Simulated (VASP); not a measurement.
Input of a VASP 6.6.1 run:

INCAR

```
SYSTEM = HCl
  ALGO = Normal
  EDIFF = 1E-6
  ENCUT = 520
  GGA = PS
  ISIF = 2
  ISMEAR = -1
  LASPH = .True.
  LCHARG = .False.
  LREAL = Auto
  LWAVE = .False.
  NBANDS = 46
  NELM = 100
  PREC = Accurate
  SIGMA = 0.05
```

KPOINTS

```
k-points
0
Gamma
  1 1 1
  0 0 0
```

POSCAR

```
HCl
1.0
    7.4168600000      0.0000000000      0.0000000000
    0.0000000000      7.4168600000      0.0000000000
    0.0000000000      0.0000000000      7.4168600000
Cl H
8 8
Direct
    1.0320527970      0.1937063571      0.1683067265
    0.5093885021      0.7336998749      0.6749599557
    0.1904021362      0.7792477563      0.3153705142
    0.9394177981      0.6014078646      0.9501308362
    0.4877754984      0.4074537337      0.0393593835
    0.1845877387      0.3292633936      0.6783878308
    0.6441725344      0.2519739650      0.5034406551
    0.6755849199      0.8999482560      0.1711487133
    0.9608076358      0.3404579071      0.0967399653
    0.5659548019      0.7850145833      0.5176268639
    0.1327564221      0.7101971195      0.1636217195
    0.8229050258      0.7083992998      1.0379861314
    0.3503263704      0.3073843204      0.0821439118
    0.3539268089      0.3444223085      0.6317127096
    0.7342218838      0.3621125814      0.6056902070
    0.8108977263      1.0182345789      0.1723406763
```

Potentials or basis: VASP PAW PBE potentials, release 64 (Cl, H).

Launch:

```console
$ cat potpaw_PBE.64/Cl/POTCAR potpaw_PBE.64/H/POTCAR > POTCAR
$ mpirun -np 1 vasp_gam > vasp.out
```

**Question.** What does it give for the largest force?

**Answer.** 0.243 eV/Å.

**Question.** Predict the pressure.

**Answer.** -0.1 GPa.

**Question.** Predict the band gap on the k mesh.

**Answer.** 5.24 eV, direct.

Stress tensor (GPa, compression positive):
```
-0.11 -0.10  0.22
-0.10 -0.17  0.02
 0.22  0.02  0.05
```

Caveat: the PAW data sets were made with another functional, which shifts forces and pressure a little. Expect the measured gap to be larger: semilocal functionals such as PBEsol lack the derivative discontinuity.
